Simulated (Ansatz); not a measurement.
## Cu under changes of volume

One of the cells (11.810 Å³/atom); the others are scaled copies at fixed shape and fractional positions:

```
CELL_PARAMETERS angstrom
0.00000 1.80750 1.80750
1.80750 0.00000 1.80750
1.80750 1.80750 0.00000
ATOMIC_POSITIONS crystal
Cu 0.00000 0.00000 0.00000
```

| Quantity | Value |
| --- | --- |
| Program | Ansatz 0.2.0 |
| Functional | PBE |
| Potentials or basis | SPMS NC |
| Cutoff | 952 eV (not typed: the program's choice for these potentials) |
| k mesh | 13 × 13 × 13 |
| Occupations | fermi-dirac, width 0.05 eV |
| Spin | no spin polarisation |

| volume (Å³/atom) | energy over the lowest point (meV/atom) | pressure (GPa) |
| --- | --- | --- |
| 11.102 | ? | ? |
| 11.338 | 15.43 | 8.7 |
| 11.574 | 5.33 | 5.0 |
| 11.810 | 0.36 | 1.7 |
| 12.047 | 0.00 | -1.2 |
| 12.283 | 3.67 | -3.8 |
| 12.519 | 10.92 | -6.1 |

**Question.** What does the run at 11.102 Å³/atom give?

**Answer.** Energy over the lowest point 31.37 meV/atom; pressure 12.9 GPa.

Worked out: A Birch-Murnaghan fit of order 3 (a polynomial in V^(-2/3)) to the other rows has its minimum at 11.95 Å³/atom with B0 = V·E''(V) = 146 GPa and B' = 5.2. It gives 31.37 meV/atom at 11.102 Å³/atom, against the run's 31.37, and -dE/dV = 13.0 GPa, against 12.9.

Energies are extrapolated to zero smearing.
